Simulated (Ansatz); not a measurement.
Bulk crystal (MoS₂) after relaxation:

Space group P-6m2 (No. 187). a = 3.142 Å, b = 3.142 Å, c = 17.337 Å, α = 90.00°, β = 90.00°, γ = 120.00°
```json
{"atom": "Mo", "site": "1a", "symmetry": "-6m2", "x": "0.0000", "y": "0.0000", "z": "0.0000"}
{"atom": "S", "site": "2h", "symmetry": "3m.", "x": "0.3333", "y": "0.6667", "z": "0.0899"}
```

Miller indices refer to the conventional cell of P-6m2 (No. 187), a = 3.142 Å, b = 3.142 Å, c = 17.337 Å, α = 90.00°, β = 90.00°, γ = 120.00°. The bulk's gap is 1.80 eV.

The (001) slab of 4 planes, 17.3 Å thick with 15 Å of vacuum as cut; outer planes Mo (top) and Mo (bottom).

Method: DFT PBEsol, scalar-relativistic, plane waves, PAW in Ansatz 0.2.0. Settings: cutoff 420 eV, Γ-centred mesh 9×9×1 on the computed 4-atom cell, Gaussian smearing of 0.05 eV; no spin polarisation. The cell repeats along c with a dipole correction in the vacuum.

The slab isn't stoichiometric (MoS), so its surface energy depends on the chemical potentials; it is given with the excess atoms taken from the element's standard state, a limit at which the compound may itself be unstable, so the figure can be too low.

With the atoms at the bulk's places:

For the slab as cut, the surface energy with the excess atoms taken from the elements is 3.86 J/m² and the gap of the slab on the mesh is 0.06 eV.

Problem. What changes when all atoms relax within this surface cell and its symmetry?

Solution. The energy falls by 0.064 J/m² a face, and the largest move is 0.04 Å.

For the relaxed slab, the surface energy with the excess atoms taken from the elements is 3.80 J/m². The gap of the slab on the mesh is 0.07 eV.

```tsv
plane (bottom to top)	atoms	spacing to next, bulk (Å)	relaxed (Å)	change (%)
1	Mo	1.558	1.495	-4.1
2	S	14.221	14.294	+0.5
3	S	1.558	1.495	-4.1
4	Mo
```

An odd mesh misses points on the zone edge, so a gap read on it can be too wide. Each cell of MoS2 holds layers, and where no dispersion correction was added their binding is poorly described. Gaps are read on the k points sampled, so a band crossing between them can be missed.

The reference crystal is a form of MoS2, which isn't its usual structure.